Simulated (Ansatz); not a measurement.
All numbers below come from DFT PBE, scalar-relativistic, plane waves, PAW in Ansatz 0.2.0. All cells share a 420 eV cutoff and Γ-centred k meshes spaced at most about 0.3 Å⁻¹ (about 0.25 or finer for metals, 2π included). No spin polarisation in the final relaxations.

All energies are static (0 K, no zero-point motion). All come from trial cells, and lower structures may exist.

Question: Order these relaxed structures of SnO by energy, lowest first, with the energy over the lowest of them.
A.

```xyz
4
Lattice="3.4690 0.0000 0.0000 -1.7345 3.0042 0.0000 0.0000 0.0000 6.4380" Properties=species:S:1:pos:R:3 pbc="T T T"
Sn    0.0000    0.0000    0.0000
Sn    0.0000    0.0000    3.2190
O     0.0000    2.0028    4.8285
O     1.7345    1.0014    1.6095
```

B.

```xyz
4
Lattice="3.4244 0.0000 0.0000 -1.7122 2.9656 0.0000 0.0000 0.0000 6.3824" Properties=species:S:1:pos:R:3 pbc="T T T"
Sn    0.0000    1.9771    1.5956
Sn    1.7122    0.9885    4.7868
O     0.0000    0.0000    0.0000
O     0.0000    0.0000    3.1912
```

Answer: B (0 meV/atom), A (38 meV/atom). Forms: B anti-nickel arsenide type, P6_3/mmc; A nickel arsenide type, P6_3/mmc. Counting O atoms around Sn (those within 1.25 times the shortest such distance or 1.15 times the sum of covalent radii; the shortest distance is added where it is long for a bond): B has Sn 6 from 2.5 Å; A has Sn 6 from 2.6 Å.

Cells relaxed within their symmetry can be saddle points. The part of the Crystallography Open Database at hand lists SnO in space groups No. 36, 129; no cell shown has one of them. Some candidate types were left out of the draw beforehand, so a known form may be missing.
